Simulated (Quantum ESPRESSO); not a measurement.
**Pd in Quantum ESPRESSO: the effect of target pressure**

The system is Pd.

```
Pd
1.0
     0.00000    1.94650    1.94650
     1.94650    0.00000    1.94650
     1.94650    1.94650    0.00000
Pd
1
Direct
  0.00000 0.00000 0.00000
```

Alike in all runs:

```yaml
Program: Quantum ESPRESSO 7.5
Task: relaxation of cell and atoms
Functional: PBEsol
Potentials_or_basis: GBRV 1.5 PBEsol
Cutoff: 707 eV
Density_cutoff: 5633 eV
k_mesh: 12 × 12 × 12
Occupations: fermi-dirac, width 0.05 eV
Spin: no spin polarisation
```

Each run relaxes the cell or the atoms first.

Question: One run gave: relaxed volume 13.98 Å³/atom. Which target pressure did it use?
A. 10 GPa
B. 2 GPa
C. 0 GPa
D. 20 GPa
E. 5 GPa

Answer: A.

```csv
target pressure,relaxed volume (Å³/atom)
0 GPa,14.59
2 GPa,14.45
5 GPa,14.26
10 GPa,13.98
20 GPa,13.50
30 GPa,13.10
```

Runs at the PBE level aren't shown here.
